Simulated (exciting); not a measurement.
Here is an exciting (release sodium) calculation.

File input.xml:

```xml
<input>
  <title>As</title>
  <structure speciespath="./" tshift="false">
    <crystal scale="1">
      <basevect>3.554191034589 2.052013150466 6.640614754561</basevect>
      <basevect>-3.554191034589 2.052013150466 6.640614754561</basevect>
      <basevect>0.000000000000 -4.104026301121 6.640614754561</basevect>
    </crystal>
    <species speciesfile="As.xml" rmt="2">
      <atom coord="0.226000000000 0.226000000000 0.226000000000"/>
      <atom coord="0.774000000000 0.774000000000 0.774000000000"/>
    </species>
  </structure>
  <groundstate do="fromscratch" ngridk="9 9 9" rgkmax="9" gmaxvr="14" lmaxapw="10" lmaxmat="10" lmaxvr="8" xctype="GGA_PBE_SOL" stype="Gaussian" swidth="0.00073499" nempty="10" ValenceRelativity="iora*" epsengy="1e-05" epspot="1e-05" maxscl="60" tforce="true" outputlevel="normal"/>
  <properties>
    <chargedensityplot>
      <plot3d>
        <box grid="21 21 21">
          <origin coord="0 0 0"/>
          <point coord="1 0 0"/>
          <point coord="0 1 0"/>
          <point coord="0 0 1"/>
        </box>
      </plot3d>
    </chargedensityplot>
    <elfplot>
      <plot3d>
        <box grid="21 21 21">
          <origin coord="0 0 0"/>
          <point coord="1 0 0"/>
          <point coord="0 1 0"/>
          <point coord="0 0 1"/>
        </box>
      </plot3d>
    </elfplot>
    <exccplot>
      <plot3d>
        <box grid="21 21 21">
          <origin coord="0 0 0"/>
          <point coord="1 0 0"/>
          <point coord="0 1 0"/>
          <point coord="0 0 1"/>
        </box>
      </plot3d>
    </exccplot>
  </properties>
</input>
```

Potentials or basis: all-electron LAPW+lo, shipped species files, valence relativity iora*.

Launch:

```console
$ OMP_NUM_THREADS=1 exciting_smp
```

(1) What does it give for the largest force?

## Answers

(1) 0.399 eV/Å.
